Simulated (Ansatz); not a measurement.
# Tungsten, simple cubic under r²SCAN: structure, energy and stiffness, part 1 of 2

Aim: take tungsten in the simple cubic structure, relax it, solve it on a dense k-mesh, switch on spin-orbit coupling, then scale the cell to 7 volumes from 88 to 112 % of the relaxed one and try a fit of the equation of state. The k-meshes are 12×12×12 for the relaxation; 20×20×20 for the dense run; 12×12×12 for spin-orbit coupling; 13×13×13 for the volumes.

This is W in the simple cubic structure; at room conditions it is bcc.

Method: DFT r2SCAN, plane waves (500 eV) with PAW, scalar-relativistic; the PAW data stem from PBE, with regenerated cores, in Ansatz 0.2.0.

## (1) The system as given

Symmetry: Pm-3m, No. 221, cubic system. Conventional cell: a = 2.577 Å, b = 2.577 Å, c = 2.577 Å, α = 90.00°, β = 90.00°, γ = 90.00°. Around W (site symmetry m-3m) lie 6 W at 2.58 Å.

As a file:

```xyz
1
Lattice="2.5771 0.0000 0.0000 0.0000 2.5771 0.0000 0.0000 0.0000 2.5771" Properties=species:S:1:pos:R:3 pbc="T T T"
W     0.0000    0.0000    0.0000
```

## (2) Geometry optimisation

The input, input.yaml:

```yaml
crystal:
  lattice:
    - [2.5770789429, 0.0, 0.0]
    - [0.0, 2.5770789429, 0.0]
    - [0.0, 0.0, 2.5770789429]
  atoms:
    - { symbol: W, position: [0.0, 0.0, 0.0] }
hamiltonian:
  xc: r2scan
  pseudopotentials:
    kind: paw
    azcp:
      W: "pseudopotentials/W.paw.azcp"
basis:
  ecutwfc: 500
  fft_grid_basis: typed
kpoints:
  mp_grid: { grid: [12, 12, 12], shift: [0, 0, 0] }
magnetization:
  spin_polarized: false
scf:
  occupations: { method: fermi_dirac, width: 0.1 }
relax:
  max_steps: 60
  f_tol: 0.01
  cell: {}
output:
  write_density: true
  write_potential: true
  elf: true
  volumetric_format: npy
```

Run with:

```
ansatz run input.yaml --threads 1 --pin off --max-ram 3584MiB --backend cpu --events-out ev --progress --plain --runs-dir out
```

Standard output:

```text
Engine: ansatz 0.2.0, x86_64-unknown-linux-gnu
Pseudopotentials: kind: paw
Pseudopotential: W, paw, valence charge 14, recommended cutoff 500 eV (meta_gga), <dir>
Functional definition: r2SCAN
  parameter k0 = 0.174
  parameter k1 = 0.065
  parameter a1 = 4.9479
  exchange = r2scan_x(k0 = k0, k1 = k1, a1 = a1)
  correlation = r2scan_c
Crystal: 1 atoms, lattice volume = 17.115 Å³
Basis set: ecut = 500 eV, 461 PW (Γ), exchange–correlation on 80×80×80 points (64 copies of the dense FFT grid, shifted against one another)
Bands: 11, of which v1, the nominal top of the filled ones, is band 7 counted from 1 (6 counted from 0)
Symmetry: 48 space group operations
Space group: Pm-3m (ITA 221), of the structure as read, at distance tolerance 2.6e-5 Å
k-points: 84 of 1728
Non-local potential: W, projectors of the file, l = 0: 3, l = 1: 2, l = 2: 2, l = 3: 1
PAW form: soft (Blöchl's): semilocal exchange-correlation on the pseudo side does not see the compensation charge
PAW frozen core: W, regenerated for the run's functional (the file was generated under x = pbe(κ = 0.804, μ = 0.2195149727645171), c = pbe(β = 0.06672455060314922))
PAW one-centre angular grid: W, 590 points (default); XC on 160 Gauss nodes
Initial density: superposition of atomic densities (neutral atoms: chi_scale 0, normalization atom), corrected by the library's trained network
Initial wavefunctions: pseudopotential atomic-orbital guess
Functional: x = r2scan, c = r2scan; τ floored in thin density (d = 2e-4 eV/Å³)
SCF iter   1: F=—  HF=-10395.720033 eV  |F-HF|=—  |Δ(HF+E_count)|=         —  Δρ=7.98e-3  dr2=3.27e-3  dr2_τ=4.18e-2  ethr=1.77e-3  ⟨swp⟩=5.0  Hψ=5643  notcnv=0
preconditioner: auto → none  [insulator: Δε(μ)=0.327 eV  Ē_g=8.717 eV  σ=0.100 eV  W_gap=0.54  n_scr=6 (ndim 8)  ℏωp=22.0 eV  f_vac=0.000  D(μ)=0.53/eV (n_scr^D=0)  ε∞_Penn≈7.4]
SCF iter   2: F=—  HF=-10395.751039 eV  |F-HF|=—  |Δ(HF+E_count)|=   3.10e-2  Δρ=4.83e-3  dr2=1.08e-3  dr2_τ=1.69e-4  ethr=2.34e-5  ⟨swp⟩=2.7  Hψ=2390  notcnv=0
SCF iter   3: F=—  HF=-10395.752692 eV  |F-HF|=—  |Δ(HF+E_count)|=   1.65e-3  Δρ=2.61e-4  dr2=5.30e-6  dr2_τ=9.12e-6  ethr=7.72e-6  ⟨swp⟩=2.2  Hψ=1243  notcnv=0
SCF iter   4: F=—  HF=-10395.752705 eV  |F-HF|=—  |Δ(HF+E_count)|=   1.24e-5  Δρ=1.13e-4  dr2=9.41e-7  dr2_τ=3.92e-7  ethr=3.79e-8  ⟨swp⟩=2.0  Hψ=1463  notcnv=0
SCF iter   5: F=—  HF=-10395.752706 eV  |F-HF|=—  |Δ(HF+E_count)|=   1.29e-6  Δρ=5.09e-5  dr2=1.88e-7  dr2_τ=8.71e-8  ethr=6.72e-9  ⟨swp⟩=3.0  Hψ=1603  notcnv=0
SCF iter   6: F=-10395.752706 eV  HF=-10395.752706 eV  |F-HF|=9.88e-9  |Δ(HF+E_count)|=   1.63e-7  Δρ=1.89e-5  dr2=2.55e-8  dr2_τ=2.97e-9  ethr=7.14e-10  ⟨swp⟩=8.5  Hψ=4754  notcnv=0
SCF 1 converged in 6 iterations: F = -10395.752706 eV  dr2 = 2.55e-8
relax step   1: F+E_penalty+E_count = -10395.75270603 eV  Δ(F+E_penalty+E_count) = +0.000e0 eV  max|allowed force component| = 0.000e0 eV/Å  Δτ_max = 0.0000 Å  P = +13.198 GPa  Ω = 17.115 Å³  (6 SCF iters, dr2 threshold 1.00e-7 eV, accepted)
Crystal: 1 atoms, lattice volume = 19.345 Å³
Initial density: handed on by an earlier stage of this run
Initial wavefunctions: those handed on with the density
iter 1 solved again at ethr=1.15e-5 eV; its pass at ethr=3.10e-3 eV (dr2=1.62e-3 eV) is discarded
SCF iter   1: F=—  HF=-10395.384560 eV  |F-HF|=—  |Δ(HF+E_count)|=         —  Δρ=4.13e-3  dr2=1.63e-3  dr2_τ=2.97e-1  ethr=1.15e-5  ⟨swp⟩=1.6  Hψ=7282  notcnv=0
preconditioner: auto → none  [metal: Δε(μ)=0.056 eV  Ē_g=7.567 eV  σ=0.100 eV  W_gap=0.14  n_scr=6 (ndim 8)  ℏωp=20.7 eV  f_vac=0.000  D(μ)=0.60/eV (n_scr^D=6)]
SCF iter   2: F=—  HF=-10395.726248 eV  |F-HF|=—  |Δ(HF+E_count)|=   3.42e-1  Δρ=3.61e-3  dr2=2.14e-3  dr2_τ=3.25e-4  ethr=1.15e-5  ⟨swp⟩=2.9  Hψ=1937  notcnv=0
SCF iter   3: F=—  HF=-10395.726356 eV  |F-HF|=—  |Δ(HF+E_count)|=   1.08e-4  Δρ=1.10e-3  dr2=8.51e-5  dr2_τ=2.95e-5  ethr=1.15e-5  ⟨swp⟩=2.9  Hψ=1674  notcnv=0
SCF iter   4: F=—  HF=-10395.726552 eV  |F-HF|=—  |Δ(HF+E_count)|=   1.96e-4  Δρ=4.01e-4  dr2=3.27e-5  dr2_τ=4.92e-6  ethr=6.08e-7  ⟨swp⟩=2.4  Hψ=1355  notcnv=0
SCF iter   5: F=—  HF=-10395.726544 eV  |F-HF|=—  |Δ(HF+E_count)|=   7.65e-6  Δρ=2.02e-4  dr2=7.80e-6  dr2_τ=1.04e-6  ethr=2.34e-7  ⟨swp⟩=2.4  Hψ=1264  notcnv=0
SCF iter   6: F=—  HF=-10395.726542 eV  |F-HF|=—  |Δ(HF+E_count)|=   2.36e-6  Δρ=7.88e-5  dr2=1.11e-6  dr2_τ=1.71e-7  ethr=5.57e-8  ⟨swp⟩=2.3  Hψ=1285  notcnv=0
SCF iter   7: F=—  HF=-10395.726542 eV  |F-HF|=—  |Δ(HF+E_count)|=   2.40e-7  Δρ=2.55e-5  dr2=1.15e-7  dr2_τ=1.98e-8  ethr=7.92e-9  ⟨swp⟩=2.4  Hψ=1295  notcnv=0
SCF iter   8: F=-10395.726542 eV  HF=-10395.726542 eV  |F-HF|=2.26e-9  |Δ(HF+E_count)|=   2.35e-8  Δρ=4.68e-6  dr2=3.90e-9  dr2_τ=6.35e-10  ethr=7.14e-10  ⟨swp⟩=8.0  Hψ=4682  notcnv=0
SCF 2 converged in 8 iterations: F = -10395.726542 eV  dr2 = 3.90e-9
relax step   2: F+E_penalty+E_count = -10395.72654160 eV  Δ(F+E_penalty+E_count) = +2.616e-2 eV  max|allowed force component| = 0.000e0 eV/Å  Δτ_max = 0.0000 Å  P = -13.909 GPa  Ω = 19.345 Å³  energy of the carried Pulay correction = -1.194e-3 eV  (8 SCF iters, dr2 threshold 1.00e-7 eV, rejected (line search))
Crystal: 1 atoms, lattice volume = 18.133 Å³
iter 1 solved again at ethr=5.11e-6 eV; its pass at ethr=3.10e-3 eV (dr2=7.16e-4 eV) is discarded
SCF iter   1: F=—  HF=-10395.711155 eV  |F-HF|=—  |Δ(HF+E_count)|=         —  Δρ=2.25e-3  dr2=7.21e-4  dr2_τ=7.64e-2  ethr=5.11e-6  ⟨swp⟩=2.1  Hψ=7080  notcnv=0
preconditioner: auto → none  [insulator: Δε(μ)=0.302 eV  Ē_g=8.236 eV  σ=0.100 eV  W_gap=0.52  n_scr=6 (ndim 8)  ℏωp=21.4 eV  f_vac=0.000  D(μ)=0.57/eV (n_scr^D=0)  ε∞_Penn≈7.7]
SCF iter   2: F=—  HF=-10395.787231 eV  |F-HF|=—  |Δ(HF+E_count)|=   7.61e-2  Δρ=1.54e-3  dr2=1.74e-4  dr2_τ=4.74e-5  ethr=5.11e-6  ⟨swp⟩=2.8  Hψ=1954  notcnv=0
SCF iter   3: F=—  HF=-10395.787552 eV  |F-HF|=—  |Δ(HF+E_count)|=   3.21e-4  Δρ=3.98e-4  dr2=1.05e-5  dr2_τ=4.44e-6  ethr=1.24e-6  ⟨swp⟩=2.2  Hψ=1263  notcnv=0
SCF iter   4: F=—  HF=-10395.787561 eV  |F-HF|=—  |Δ(HF+E_count)|=   8.58e-6  Δρ=6.78e-5  dr2=3.26e-7  dr2_τ=2.07e-7  ethr=7.49e-8  ⟨swp⟩=2.9  Hψ=1464  notcnv=0
SCF iter   5: F=—  HF=-10395.787564 eV  |F-HF|=—  |Δ(HF+E_count)|=   3.31e-6  Δρ=1.45e-5  dr2=1.48e-8  dr2_τ=3.31e-9  ethr=2.33e-9  ⟨swp⟩=2.6  Hψ=1456  notcnv=0
SCF iter   6: F=—  HF=-10395.787564 eV  |F-HF|=—  |Δ(HF+E_count)|=   3.85e-8  Δρ=2.36e-6  dr2=4.21e-10  dr2_τ=1.16e-10  ethr=1.06e-10  ⟨swp⟩=2.1  Hψ=1404  notcnv=0
SCF iter   7: F=-10395.787564 eV  HF=-10395.787564 eV  |F-HF|=2.91e-11  |Δ(HF+E_count)|=   1.02e-9  Δρ=1.76e-7  dr2=3.32e-12  dr2_τ=6.21e-13  ethr=1.00e-12  ⟨swp⟩=4.9  Hψ=4614  notcnv=0
SCF 3 converged in 7 iterations: F = -10395.787564 eV  dr2 = 3.32e-12
relax step   3: F+E_penalty+E_count = -10395.78756402 eV  Δ(F+E_penalty+E_count) = -3.486e-2 eV  max|allowed force component| = 0.000e0 eV/Å  Δτ_max = 0.0000 Å  P = -1.332 GPa  Ω = 18.133 Å³  energy of the carried Pulay correction = -5.637e-4 eV  (7 SCF iters, accepted)
Crystal: 1 atoms, lattice volume = 18.034 Å³
iter 1 solved again at ethr=5.29e-8 eV; its pass at ethr=3.10e-3 eV (dr2=7.41e-6 eV) is discarded
SCF iter   1: F=—  HF=-10395.787442 eV  |F-HF|=—  |Δ(HF+E_count)|=         —  Δρ=1.88e-4  dr2=4.58e-6  dr2_τ=5.62e-4  ethr=5.29e-8  ⟨swp⟩=2.5  Hψ=6490  notcnv=0
preconditioner: auto → none  [insulator: Δε(μ)=0.305 eV  Ē_g=8.261 eV  σ=0.100 eV  W_gap=0.52  n_scr=6 (ndim 8)  ℏωp=21.4 eV  f_vac=0.000  D(μ)=0.56/eV (n_scr^D=0)  ε∞_Penn≈7.7]
SCF iter   2: F=—  HF=-10395.788058 eV  |F-HF|=—  |Δ(HF+E_count)|=   6.15e-4  Δρ=1.38e-4  dr2=1.74e-6  dr2_τ=3.09e-7  ethr=3.27e-8  ⟨swp⟩=2.8  Hψ=1653  notcnv=0
SCF iter   3: F=—  HF=-10395.788060 eV  |F-HF|=—  |Δ(HF+E_count)|=   2.23e-6  Δρ=4.36e-5  dr2=3.04e-7  dr2_τ=1.60e-7  ethr=1.24e-8  ⟨swp⟩=2.0  Hψ=1513  notcnv=0
SCF iter   4: F=-10395.788060 eV  HF=-10395.788060 eV  |F-HF|=3.14e-9  |Δ(HF+E_count)|=   5.26e-8  Δρ=7.20e-6  dr2=5.57e-9  dr2_τ=5.99e-9  ethr=7.14e-10  ⟨swp⟩=8.7  Hψ=5271  notcnv=0
SCF 4 converged in 4 iterations: F = -10395.788060 eV  dr2 = 5.57e-9
relax step   4: F+E_penalty+E_count = -10395.78805983 eV  Δ(F+E_penalty+E_count) = -4.958e-4 eV  max|allowed force component| = 0.000e0 eV/Å  Δτ_max = 0.0000 Å  P = -0.107 GPa  Ω = 18.034 Å³  energy of the carried Pulay correction = -5.107e-4 eV  (4 SCF iters, dr2 threshold 1.00e-7 eV, accepted)
Crystal: 1 atoms, lattice volume = 18.026 Å³
iter 1 solved again at ethr=6.74e-10 eV; its pass at ethr=3.10e-3 eV (dr2=9.43e-8 eV) is discarded
SCF iter   1: F=—  HF=-10395.788062 eV  |F-HF|=—  |Δ(HF+E_count)|=         —  Δρ=2.30e-5  dr2=6.59e-8  dr2_τ=4.47e-6  ethr=6.74e-10  ⟨swp⟩=2.1  Hψ=6259  notcnv=0
preconditioner: auto → none  [insulator: Δε(μ)=0.305 eV  Ē_g=8.262 eV  σ=0.100 eV  W_gap=0.52  n_scr=6 (ndim 8)  ℏωp=21.4 eV  f_vac=0.000  D(μ)=0.56/eV (n_scr^D=0)  ε∞_Penn≈7.7]
SCF iter   2: F=-10395.788067 eV  HF=-10395.788067 eV  |F-HF|=2.33e-8  |Δ(HF+E_count)|=   4.76e-6  Δρ=1.52e-5  dr2=2.04e-8  dr2_τ=3.37e-9  ethr=2.05e-10  ⟨swp⟩=6.8  Hψ=5501  notcnv=0
SCF 5 converged in 2 iterations: F = -10395.788067 eV  dr2 = 2.04e-8
relax step   5: F+E_penalty+E_count = -10395.78806728 eV  Δ(F+E_penalty+E_count) = -7.451e-6 eV  max|allowed force component| = 0.000e0 eV/Å  Δτ_max = 0.0000 Å  P = +0.002 GPa  Ω = 18.026 Å³  energy of the carried Pulay correction = -5.061e-4 eV  (2 SCF iters, dr2 threshold 2.87e-8 eV, accepted)
Initial wavefunctions: pseudopotential atomic-orbital guess (no wavefunctions were taken with the density)
iter 1 solved again at ethr=6.69e-9 eV; its pass at ethr=3.10e-3 eV (dr2=9.36e-7 eV) is discarded
SCF iter   1: F=—  HF=-10395.788590 eV  |F-HF|=—  |Δ(HF+E_count)|=         —  Δρ=2.10e-4  dr2=7.06e-7  dr2_τ=7.33e-6  ethr=6.69e-9  ⟨swp⟩=3.6  Hψ=8357  notcnv=0
SCF iter   2: F=—  HF=-10395.788606 eV  |F-HF|=—  |Δ(HF+E_count)|=   1.57e-5  Δρ=1.04e-4  dr2=1.69e-7  dr2_τ=5.70e-7  ethr=5.04e-9  ⟨swp⟩=1.5  Hψ=1048  notcnv=0
SCF iter   3: F=—  HF=-10395.788611 eV  |F-HF|=—  |Δ(HF+E_count)|=   5.47e-6  Δρ=4.53e-6  dr2=8.71e-10  dr2_τ=7.80e-10  ethr=1.21e-9  ⟨swp⟩=2.3  Hψ=1454  notcnv=0
SCF iter   4: F=—  HF=-10395.788611 eV  |F-HF|=—  |Δ(HF+E_count)|=   2.80e-9  Δρ=4.08e-7  dr2=1.53e-11  dr2_τ=2.93e-11  ethr=6.22e-12  ⟨swp⟩=2.5  Hψ=1532  notcnv=0
SCF iter   5: F=-10395.788611 eV  HF=-10395.788611 eV  |F-HF|=0.00e0  |Δ(HF+E_count)|=  1.46e-11  Δρ=1.38e-7  dr2=2.73e-12  dr2_τ=4.43e-13  ethr=1.00e-12  ⟨swp⟩=6.0  Hψ=3692  notcnv=0
SCF 6 converged in 5 iterations: F = -10395.788611 eV  dr2 = 2.73e-12
relax step   6: F+E_penalty+E_count = -10395.78861129 eV  Δ(F+E_penalty+E_count) = -5.440e-4 eV  max|allowed force component| = 0.000e0 eV/Å  Δτ_max = 0.0000 Å  P = +0.014 GPa  Ω = 18.026 Å³  stress off target by 1.43e-2 GPa  SCF on the basis re-selected at this cell (its energy is not comparable with the rows above)  (5 SCF iters)
basis re-selected at this cell: Δ(F+E_penalty+E_count) = -5.440e-4 eV, ΔP = +0.013 GPa vs the last step (what re-selecting the basis moved, of the pressure what is left beyond the Pulay correction that the steps carried, after the strain that the cell walked since its last selection, with what the two solves' SCF thresholds leave and, on support functions, any second-order correction that the steps lacked; it is no measure of the basis error at this ecutwfc). This SCF's stress stands 1.43e-2 GPa from its target on what of the cell is left free (relax.cell.stress_tol is 5.00e-2 GPa) and its largest allowed force component is 0.00e0 eV/Å (relax.f_tol is 1.00e-2 eV/Å): within both
SCF converged after 5 iterations
Free energy (F): -10395.788611 eV
Harris-Foulkes:  -10395.788611 eV  (|F-HF|=0.00e0)
Internal energy: -10395.770675 eV  (E = F + TS)
E sigma→0 (E₀):  -10395.779643 eV
Entropy (-TS):   -0.017937 eV (-17.937 meV/atom)
Fermi energy:    19.312471 eV
--- Per-component energies (eV) ---
  E_band       = -137.133394
  E_kinetic    = 449.543157
  E_local      = -748.192671  (includes V_loc(G=0)·N_el)
  E_nonlocal   = 3.832817
  E_hartree    = 268.053913
  E_xc         = -247.725759
  E_vxc        = -258.304374  (∫ρ·V_xc dr)
  E_paw        = -8593.653574  (= ΣΔE_a)
  E_vpaw       = -133.672785  (= ΣTr[D̂ρ^β])
  E_aug_tail   = -0.000040  (compensation charges beyond the density's cutoff)
  E_vtau       = 13.552725  (kinetic-family band-sum trace: ∫τ·v_τ [+ j·A + Jᵃ·Aᵃ] dr)
  E_ewald      = -1527.040568
  E_core_change = -0.587949  (= ΣΔE_core)
  E_smearing   = -0.017937  (= −TS)
  E_closure    = 0.000000  (closes the sum)
  Σ components = -10395.788611   (vs F -10395.788611, Δ=0.00e0)
--- Forces (eV/Å), atoms counted from 1 ---
  atom   1  W     -0.00000000    -0.00000000    -0.00000000
  max |Σ_I F_I| component: 1.28e-32 eV/Å
--- Stress (GPa, compression-positive) ---
        0.014330       0.000000      -0.000000
        0.000000       0.014330      -0.000000
       -0.000000      -0.000000       0.014330
  P = ⅓ Tr σ = 0.0143 GPa (0.143 kbar)
--- Band table (eV; the first three rows and the last of 84) ---
  k-point 0: bands = ["-56.6240", "-19.5686", "-19.5686", "-19.5686", "10.2436", "14.5552", "14.5552", "24.4109", "24.4109", "24.4109", "34.9241"]
  k-point 1: bands = ["-56.6164", "-19.6721", "-19.5602", "-19.5602", "10.4823", "14.6172", "14.8104", "24.0213", "24.0213", "24.4376", "33.7030"]
  k-point 2: bands = ["-56.5958", "-19.9484", "-19.5372", "-19.5372", "11.1206", "14.7913", "15.5577", "23.1014", "23.1014", "24.5113", "31.5469"]
  k-point 83: bands = ["-56.2918", "-20.6240", "-20.6240", "-20.6240", "15.2371", "15.2371", "15.2371", "27.1310", "27.2531", "27.2531", "31.5051"]
--- Relaxed structure (5 steps of the walk, 4 accepted, 1 SCFs on fresh bases) ---
  F+E_penalty+E_count = -10395.78861129 eV   max|allowed force component| = 0.000e0 eV/Å   (the final SCF, on the basis selected at the relaxed cell)
  cell:  # Å, volume = 18.0259 Å³
    - [2.6219968935920517, 9.649711492190214e-34, 3.861890773901489e-34]
    - [-6.219148778750444e-35, 2.6219968935920517, 1.925929944387236e-34]
    - [2.577937477643331e-34, 6.419766481290786e-35, 2.6219968935920517]
  atoms:
    - { symbol: W, position: [0.0, 0.0, 0.0] }
```

It took 18 s on 1 thread of Intel Xeon Platinum 8259CL at 2.50GHz (Skylake/Cascade Lake), shared host; peak memory 0.52 GiB.

Relaxation path:

```csv
step,energy change (meV/atom),largest force (eV/Å),pressure (GPa),volume (Å³/atom),accepted
1,0.00,0.0000,13.20,17.115,yes
2,26.16,0.0000,-13.91,19.345,no
3,-34.86,0.0000,-1.33,18.133,yes
4,-35.35,0.0000,-0.11,18.034,yes
5,-35.36,0.0000,0.00,18.026,yes
6,-35.91,0.0000,0.01,18.026,yes
```

Steps that repeat a cell are solved on a basis chosen anew, so their changes of energy are no gain of the relaxation.

Changes in the cell that was computed:

|  | before | after | change |
| --- | --- | --- | --- |
| a (Å) | 2.577 | 2.622 | +1.7 % |
| b (Å) | 2.577 | 2.622 | +1.7 % |
| c (Å) | 2.577 | 2.622 | +1.7 % |
| volume (Å³/atom) | 17.115 | 18.026 | +5.3 % |
| shortest distance (Å) | 2.577 | 2.622 | +1.7 % |
| space group (spins left aside) | Pm-3m | Pm-3m | same |

## (3) Dense single point

The input, input.yaml:

```yaml
crystal:
  lattice:
    - [2.6219968936, 0.0, 0.0]
    - [0.0, 2.6219968936, 0.0]
    - [0.0, 0.0, 2.6219968936]
  atoms:
    - { symbol: W, position: [0.0, 0.0, 0.0] }
hamiltonian:
  xc: r2scan
  pseudopotentials:
    kind: paw
    azcp:
      W: "pseudopotentials/W.paw.azcp"
basis:
  ecutwfc: 500
  fft_grid_basis: typed
kpoints:
  mp_grid: { grid: [20, 20, 20], shift: [0, 0, 0] }
magnetization:
  spin_polarized: false
scf:
  occupations: { method: fermi_dirac, width: 0.1 }
output:
  write_density: true
  write_potential: true
  elf: true
  volumetric_format: npy
```

Run with:

```
ansatz run input.yaml --threads 1 --pin off --max-ram 3584MiB --backend cpu --events-out ev --progress --plain --runs-dir out
```

Standard output (excerpt; [...] marks lines left out):

```text
[...]
Pseudopotentials: kind: paw
Pseudopotential: W, paw, valence charge 14, recommended cutoff 500 eV (meta_gga), <dir>
Functional definition: r2SCAN
[...]
Crystal: 1 atoms, lattice volume = 18.026 Å³
Basis set: ecut = 500 eV, 461 PW (Γ), exchange–correlation on 80×80×80 points (64 copies of the dense FFT grid, shifted against one another)
Bands: 11, of which v1, the nominal top of the filled ones, is band 7 counted from 1 (6 counted from 0)
Symmetry: 48 space group operations
Space group: Pm-3m (ITA 221), of the structure as read, at distance tolerance 2.6e-5 Å
k-points: 286 of 8000
[...]
SCF iter   1: F=—  HF=-10395.738413 eV  |F-HF|=—  |Δ(HF+E_count)|=         —  Δρ=7.71e-3  dr2=3.88e-3  dr2_τ=3.61e-2  ethr=1.77e-3  ⟨swp⟩=5.0  Hψ=19345  notcnv=0
[...]
SCF iter   6: F=-10395.764919 eV  HF=-10395.764919 eV  |F-HF|=8.84e-9  |Δ(HF+E_count)|=   1.88e-7  Δρ=4.34e-6  dr2=9.35e-10  dr2_τ=1.73e-10  ethr=7.14e-10  ⟨swp⟩=4.3  Hψ=11602  notcnv=0
[...]
SCF converged after 6 iterations
Free energy (F): -10395.764919 eV
[...]
E sigma→0 (E₀):  -10395.751983 eV
Entropy (-TS):   -0.025871 eV (-25.871 meV/atom)
Fermi energy:    19.332143 eV
[...]
--- Band table (eV; the first three rows and the last of 286) ---
  k-point 0: bands = ["-56.6088", "-19.5551", "-19.5551", "-19.5551", "10.2446", "14.5619", "14.5619", "24.4197", "24.4197", "24.4197", "34.9267"]
[...]
```

Wall time 12 s (1 thread of Intel Xeon Platinum 8259CL at 2.50GHz (Skylake/Cascade Lake), shared host); peak memory 0.54 GiB.

Density in a lattice plane of the grid's cell (edges 2.62 and 2.62 Å, at 0.000 of the third edge), which holds W.

Ten even steps from ' ' (0.22 e/Å³) to '@' (5.31 e/Å³):
```
##%%@@@@@@##++--::..          ..::--++##@@@@@@%%
@@@@@@@@%%**==--....          ....--==**%%@@@@@@
@@@@@@%%##++--::..              ..::--++##%%@@@@
%%%%##**++--::..                  ..::--++**##%%
**++++==--::..                      ..::--==++++
------::....                          ....::----
........                                  ......
....                                          ..
                                                
                                                
                                                
....                                          ..
........                                  ......
------::....                          ....::----
**++++==--::..                      ..::--==++++
%%%%##**++--::..                  ..::--++**##%%
@@@@@@%%##++--::..              ..::--++##%%@@@@
@@@@@@@@%%**==--....          ....--==**%%@@@@@@
##%%@@@@@@##++--::..          ..::--++##@@@@@@%%
**##%%@@@@%%**==::..          ..::==**%%@@@@%%##
```
Columns run along the first of these edges and rows up along the second, over one cell in 24 and 20 even steps from the bottom left corner. Atoms in the plane (fractional): W at (0.00, 0.00).

ELF in the same plane.

Values, 12 rows by 12 columns:
```
0.18 0.38 0.66 0.68 0.48 0.38 0.43 0.38 0.48 0.68 0.66 0.38
0.61 0.66 0.67 0.53 0.35 0.34 0.42 0.34 0.35 0.53 0.67 0.66
0.72 0.68 0.53 0.34 0.25 0.33 0.42 0.33 0.25 0.34 0.53 0.68
0.55 0.48 0.35 0.25 0.26 0.37 0.45 0.37 0.26 0.25 0.35 0.48
0.40 0.38 0.34 0.33 0.37 0.45 0.50 0.45 0.37 0.33 0.34 0.38
0.43 0.43 0.42 0.42 0.45 0.50 0.53 0.50 0.45 0.42 0.42 0.43
0.40 0.38 0.34 0.33 0.37 0.45 0.50 0.45 0.37 0.33 0.34 0.38
0.55 0.48 0.35 0.25 0.26 0.37 0.45 0.37 0.26 0.25 0.35 0.48
0.72 0.68 0.53 0.34 0.25 0.33 0.42 0.33 0.25 0.34 0.53 0.68
0.61 0.66 0.67 0.53 0.35 0.34 0.42 0.34 0.35 0.53 0.67 0.66
0.18 0.38 0.66 0.68 0.48 0.38 0.43 0.38 0.48 0.68 0.66 0.38
0.00 0.18 0.61 0.72 0.55 0.40 0.43 0.40 0.55 0.72 0.61 0.18
```
Columns run along the first of these edges and rows up along the second, over one cell in 12 and 12 even steps from the bottom left corner. Atoms in the plane (fractional): W at (0.00, 0.00).

Both are smooth fields of the valence electrons: close to the nuclei they are not physical.

The highest ELF values outside the cores: 0.53 between the atoms, 1.9 Å from W.

(Continued in part 2 of 2.)
